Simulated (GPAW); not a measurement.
The system is CoO.

```
CELL_PARAMETERS angstrom
0.00000 2.13150 2.13150
2.13150 0.00000 2.13150
2.13150 2.13150 0.00000
ATOMIC_POSITIONS crystal
Co 0.00000 0.00000 0.00000
O 0.50000 0.50000 0.50000
```

Program: GPAW 26.7.0. Alike in all runs: spin collinear, ferromagnetic start; cell as given; smearing fermi-dirac 0.05 eV.

Q: Order these runs on this cell by their pressure, lowest first.
A. level PBEsol+U; potentials or basis PAW data sets generated in the run's folder for this functional, pw; U Co d U = 8 eV; k mesh 11 × 11 × 11; cutoff (eV) 800; maxiter 150; band path GXWKGLUWLK,UX; band points 80
B. level LDA; potentials or basis the program's PAW data sets (release 1.2.1) made for this functional, pw; k mesh 9 × 9 × 9; cutoff (eV) 600; maxiter 120; convergence default
C. level PBEsol+U; potentials or basis PAW data sets generated in the run's folder for this functional, pw; U Co d U = 2 eV; k mesh 11 × 11 × 11; cutoff (eV) 800; maxiter 150; band path GXWKGLUWLK,UX; band points 80

A: B (-24.2 GPa), C (-8.5 GPa), A (-4.8 GPa).

Caveats: a cell with one magnetic atom can't hold antiferromagnetic order, which such compounds often take; the cutoff is short for stress and forces, so pressures can be off by a GPa or more (some runs); so large a pressure means that the cell lies far from this level's equilibrium, or that cutoff or potentials fall short (some runs).

Runs at the PBE level aren't shown here.
